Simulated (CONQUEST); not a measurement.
BaTiO3:

```
Ba Ti O
1.0
     3.99980    0.00000    0.00000
     0.00000    3.99980    0.00000
     0.00000    0.00000    4.01800
Ba Ti O
1 1 3
Direct
  0.01538 0.99009 0.00387
  0.50035 0.49689 0.50662
  0.50045 0.99631 0.48745
  0.00046 0.51343 0.47837
  0.49304 0.50648 0.97537
```

The cell isn't the ideal one: atoms moved at random, drawn with an rms of 0.05 Å.

Base run:

```yaml
Program: CONQUEST 1.3
Functional: PBE
Potentials_or_basis: PseudoDojo NC PBE, SZP, grid cutoff 150 Ha
k_mesh: 7 × 7 × 7
Occupations: fermi-dirac, width 0.05 eV
Spin: no spin polarisation
```

Its results: band gap on the k mesh 1.56 eV, indirect (least direct gap 1.78 eV); pressure 7.1 GPa; largest force 0.656 eV/Å.

**Question.** The run is repeated on the same cell with these changes: potentials or basis from PseudoDojo NC PBE, SZP, grid cutoff 150 Ha to PseudoDojo NC PBE, DZP, grid cutoff 150 Ha. What comes out?

**Answer.** Band gap on the k mesh 1.80 eV, indirect (least direct gap 1.98 eV); pressure 5.2 GPa; largest force 0.674 eV/Å.

Caveats: spin-orbit coupling is left out, which moves the levels of the heavy elements; an odd mesh through Γ misses points on the zone boundary, where band edges often lie; the basis of atomic orbitals isn't converged, which shifts pressures, moduli and gaps; the atomic basis is small (some runs).
